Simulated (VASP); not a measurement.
BeS (rocksalt), PBEsol relaxation of cell and atoms: VASP's output and Ansatz's

POSCAR

```
Be S
 1.0000000000000000
    -0.0000000000000000    2.3146113653673805    2.3146113653673805
     2.3146113653673805    0.0000000000000000    2.3146113653673805
     2.3146113653673805    2.3146113653673805   -0.0000000000000000
 Be  S
   1   1
Cartesian
  0.0000000000000000  0.0000000000000000 -0.0000000000000000
  2.3146113653673805  2.3146113653673805  2.3146113653673805
```

VASP ran with the recommended PBE PAW datasets (8 valence electrons in the cell).

From OUTCAR

```
k-points           NKPTS =     29   k-points in BZ     NKDIM =     29   number of bands    NBANDS=     11

   NELECT =       8.0000    total number of electrons

   dimension x,y,z NGX =    28 NGY =   28 NGZ =   28
   dimension x,y,z NGXF=    56 NGYF=   56 NGZF=   56

  energy-cutoff  :      600.00
  volume of cell :       24.21
      direct lattice vectors                 reciprocal lattice vectors
    -0.000000000  2.296232483  2.296232483    -0.217747987  0.217747987  0.217747987
     2.296232483 -0.000000000  2.296232483     0.217747987 -0.217747987  0.217747987
     2.296232483  2.296232483  0.000000000     0.217747987  0.217747987 -0.217747987

 k-points in reciprocal lattice and weights: KPOINTS created by Atomic Simulation Env
   0.00000000  0.00000000  0.00000000       0.002
   0.12500000  0.00000000  0.00000000       0.016
   0.25000000  0.00000000  0.00000000       0.016
   0.37500000  0.00000000  0.00000000       0.016
   0.50000000  0.00000000  0.00000000       0.008
   0.12500000  0.12500000  0.00000000       0.012
   0.25000000  0.12500000  0.00000000       0.047
   0.37500000  0.12500000  0.00000000       0.047
   ...

 E-fermi :   7.2986

 k-point     1 :       0.0000    0.0000    0.0000
  band No.  band energies     occupation
      1      -8.4431      2.00000
      2       6.6056      2.00000
      3       6.6056      2.00000
      4       6.6056      2.00000
      5      12.4536      0.00000
      6      15.6337      0.00000
      7      15.6337      0.00000
      8      15.6337      0.00000
      9      16.6067      0.00000
     10      16.6067      0.00000
     11      16.6067      0.00000

 k-point     2 :       0.1250    0.0000    0.0000
  band No.  band energies     occupation
      1      -8.2051      2.00000
      2       5.2176      2.00000
      3       6.5361      2.00000
      4       6.5361      2.00000
      5      12.8268      0.00000
      6      14.6664      0.00000
      7      14.6664      0.00000
      8      15.3535      0.00000
      9      16.4063      0.00000
     10      16.4063      0.00000
     11      17.1160      0.00000

 k-point     3 :       0.2500    0.0000    0.0000
  band No.  band energies     occupation
      1      -7.5304      2.00000
      2       2.6920      2.00000
      3       6.4188      2.00000
      4       6.4188      2.00000
      5      12.0510      0.00000
      6      12.6443      0.00000
      7      12.6443      0.00000
      8      16.7837      0.00000
      9      17.8452      0.00000
     10      18.1080      0.00000
     11      18.1080      0.00000

 k-point     4 :       0.3750    0.0000    0.0000
  band No.  band energies     occupation
      1      -6.6078      2.00000
      2       0.4417      2.00000
      3       6.3719      2.00000
      4       6.3719      2.00000
      5      11.2650      0.00000
      6      11.2650      0.00000
      7      11.2675      0.00000
      8      17.2512      0.00000
      9      20.2244      0.00000
     10      20.6085      0.00000
     11      20.6085      0.00000

 k-point     5 :       0.5000    0.0000    0.0000
  band No.  band energies     occupation
      1      -6.0705      2.00000
      2      -0.5632      2.00000
      3       6.3756      2.00000
      4       6.3756      2.00000
      5      10.7681      0.00000
      6      10.7681      0.00000
      7      10.9891      0.00000
      8      17.3222      0.00000
      9      22.5500      0.00000
     10      22.5500      0.00000
     11      22.7738      0.00000

 k-point     6 :       0.1250    0.1250    0.0000
  band No.  band energies     occupation
      1      -8.1242      2.00000
      2       5.7054      2.00000
      3       5.9754      2.00000
      4       5.9754      2.00000
      5      13.0596      0.00000
      6      13.6731      0.00000
      7      14.3603      0.00000
      8      15.9138      0.00000
      9      15.9138      0.00000
     10      18.0533      0.00000
     11      18.0533      0.00000

 k-point     7 :       0.2500    0.1250    0.0000
  band No.  band energies     occupation
      1      -7.5887      2.00000
      2       3.5823      2.00000
      3       5.5410      2.00000
      4       5.9897      2.00000
      5      11.4238      0.00000
      6      13.4249      0.00000
      7      14.7291      0.00000
      8      14.9026      0.00000
      9      16.9445      0.00000
     10      19.2359      0.00000
     11      19.3982      0.00000

 k-point     8 :       0.3750    0.1250    0.0000
  band No.  band energies     occupation
      1      -6.7203      2.00000
      2       1.2470      2.00000
      3       5.4255      2.00000
      4       5.5694      2.00000
      5      10.5059      0.00000
      6      12.7849      0.00000
      7      13.1986      0.00000
      8      16.5090      0.00000
      9      17.7808      0.00000
     10      21.5147      0.00000
     11      21.5532      0.00000

 ...

  Total       -0.0001204     -0.0001204     -0.0001204      0.0000000     -0.0000000     -0.0000000
  in kB       -0.0079695     -0.0079695     -0.0079695      0.0000000     -0.0000000     -0.0000000
  external PRESSURE =      -0.0079695 kB  Pullay stress =       0.0000000 kB

 POSITION                                       TOTAL-FORCE (eV/Angst)
 -----------------------------------------------------------------------------------
      0.00000      0.00000      0.00000        -0.000000      0.000000      0.000000
      2.29623      2.29623      2.29623         0.000000     -0.000000     -0.000000
 -----------------------------------------------------------------------------------
    total drift:                                0.000000      0.000000      0.000000

  FREE ENERGIE OF THE ION-ELECTRON SYSTEM (eV)
  ---------------------------------------------------
  free  energy   TOTEN  =        -9.5837152247 eV

  energy  without entropy=       -9.5837152246  energy(sigma->0) =       -9.58371522
```

Datasets and cutoffs are each program's own. VASP's cell holds 8 valence electrons and Ansatz's 8.

**Question.** What does Ansatz give for the same cell and level of theory?

**Answer.** relaxed cell vector lengths 3.246, 3.246, 3.246 Å; relaxed cell volume 24.18 Å³.

Ansatz printed

```
basis re-selected at this cell: Δ(F+E_penalty+E_count) = +4.349e-5 eV, ΔP = -0.001 GPa vs the last step (what re-selecting the basis moved, of the pressure what is left beyond the Pulay correction that the steps carried, after the strain that the cell walked since its last selection, with what the two solves' SCF thresholds leave and, on support functions, any second-order correction that the steps lacked; it is no measure of the basis error at this ecutwfc). This SCF's stress stands 2.15e-2 GPa from its target on what of the cell is left free (relax.cell.stress_tol is 5.00e-2 GPa) and its largest allowed force component is 1.22e-30 eV/Å (relax.f_tol is 5.00e-3 eV/Å): within both
SCF converged after 4 iterations
Free energy (F): -976.454671 eV
Harris-Foulkes:  -976.454671 eV  (|F-HF|=3.41e-13)
Internal energy: -976.454671 eV  (E = F + TS)
E sigma→0 (E₀):  -976.454671 eV
Fermi energy:    8.783588 eV
--- Per-component energies (eV) ---
  E_band       = 18.803702
  E_kinetic    = 128.008777
  E_local      = -74.937467  (includes V_loc(G=0)·N_el)
  E_nonlocal   = 32.389624
  E_hartree    = 24.341181
  E_xc         = -116.436803
  E_vxc        = -109.201817  (∫ρ·V_xc dr)
  E_paw        = -641.211823  (= ΣΔE_a)
  E_vpaw       = -6.137777  (= ΣTr[D̂ρ^β])
  E_aug_tail   = 0.000001  (compensation charges beyond the density's cutoff)
  E_ewald      = -328.679641
  E_core_change = 0.071481  (= ΣΔE_core)
  E_smearing   = -0.000000  (= −TS)
  E_closure    = 0.000000  (closes the sum)
  Σ components = -976.454671   (vs F -976.454671, Δ=0.00e0)
--- Forces (eV/Å), atoms counted from 1 ---
  atom   1  Be    -0.00000000     0.00000000     0.00000000
  atom   2  S      0.00000000    -0.00000000    -0.00000000
  max |Σ_I F_I| component: 2.29e-30 eV/Å
--- Stress (GPa, compression-positive) ---
        0.021509      -0.000000       0.000000
       -0.000000       0.021509      -0.000000
       -0.000000      -0.000000       0.021509
  P = ⅓ Tr σ = 0.0215 GPa (0.215 kbar)
--- Relaxed structure (3 steps of the walk, 3 accepted, 1 SCFs on fresh bases) ---
  F+E_penalty+E_count = -976.45467086 eV   max|allowed force component| = 1.220e-30 eV/Å   (the final SCF, on the basis selected at the relaxed cell)
  cell:  # Å, volume = 24.1790 Å³
    - [1.5286116098686778e-34, 2.295105605634756, 2.295105605634756]
    - [2.295105605634756, 2.1527946838983865e-33, 2.295105605634756]
    - [2.295105605634756, 2.295105605634756, 1.0318128366613567e-33]
  atoms:
    - { symbol: Be, position: [2.166861633237046e-36, -6.500584899682365e-36, -1.083430816613123e-35] }
    - { symbol: S, position: [0.5, 0.5, 0.5] }
```
